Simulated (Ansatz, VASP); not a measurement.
## One calculation of Al, two programs

Contents of INCAR:

```
PREC = Accurate
ENCUT = 520
EDIFF = 1E-6
ISMEAR = 1
SIGMA = 0.2
LREAL = F
LASPH = T
NELM = 80
ALGO = Normal
ISIF = 2
LWAVE = F
LCHARG = T
LELF = T
LVHAR = T
NBANDS = 8
```

The input KPOINTS:

```
regular mesh
0
Gamma
  24 24 24
```

Contents of POSCAR:

```
Al
1.0
   -1.5912186900      1.5912186900      1.5912186900
    1.5912186900     -1.5912186900      1.5912186900
    1.5912186900      1.5912186900     -1.5912186900
Al
1
Direct
    0.0000000000      0.0000000000      0.0000000000
```

Input for Ansatz:

```yaml
crystal:
  lattice:
    - [-1.59121869, 1.59121869, 1.59121869]
    - [1.59121869, -1.59121869, 1.59121869]
    - [1.59121869, 1.59121869, -1.59121869]
  atoms:
    - { symbol: Al, position: [0.0, 0.0, 0.0] }
basis:
  ecutwfc: 420
kpoints:
  mp_grid: { grid: [24, 24, 24] }
hamiltonian:
  xc: lda
scf:
  occupations: { method: methfessel_paxton, width: 0.2 }
output:
  forces: true
  stress: true
  eigenvalues: true
```

This isn't the form of Al at room conditions, which is fcc.

Alike in both runs: task single point; functional LDA; k mesh 24 × 24 × 24; occupations methfessel-paxton of order 1, width 0.2 eV; no spin polarisation.

```csv
,VASP,Ansatz
version,VASP 6.6.1,Ansatz 0.2.0
potentials or method,"VASP PAW LDA potentials, release 64 (Al)","scalar-relativistic, plane waves, PAW"
plane-wave cutoff (eV),520,420
valence electrons in the cell,3,3
```

```tsv
	VASP	Ansatz	Ansatz less VASP
gap on the k mesh at the Fermi level (eV)	none	none	-
pressure (GPa)	0.5	0.4	-0.08
```

A gap of «none» marks a metal or a gap that the smearing closes.
